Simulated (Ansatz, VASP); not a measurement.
**One calculation of Sb, two programs**

```
CELL_PARAMETERS angstrom
3.40269 0.00000 0.00000
-1.70135 2.94682 0.00000
0.00000 0.00000 5.33000
ATOMIC_POSITIONS crystal
Sb 0.33333 0.66667 0.25000
Sb 0.66667 0.33333 0.75000
```

Change from the starting cell: equal xx and yy strain of +1 %, crystal datasets.

Alike in both runs: task electric field gradients; functional PBEsol; k mesh 12 × 12 × 7; occupations fermi-dirac, width 0.05 eV; no spin polarisation.

|  | VASP | Ansatz |
| --- | --- | --- |
| version | VASP 6.6.1 | Ansatz 0.2.0 |
| potentials or method | VASP PAW PBE potentials, release 64 (Sb), cutoff 520 eV | all-electron PAW with datasets made for the crystal, scalar-relativistic |

Ansatz gave:

```
pressure (GPa)                                                 : -1.5
largest component of the traceless stress (GPa)                : 0.61
Vzz of the field gradient on the site that differs most (V/Å²) : 22.0
```

Estimate VASP's values.

pressure (GPa): -1.5; largest component of the traceless stress (GPa): 0.61; Vzz of the field gradient on the site that differs most (V/Å²): 20.2.

Ansatz ran all-electron here, so the differences hold the error of VASP's frozen core and of both bases. Ansatz warned: «gradients_without_spin_orbit».

Caveats: the PAW data sets were made with another functional, which shifts forces and pressure a little (VASP). The runs have no spin-orbit coupling, so splittings on Sb are missing.
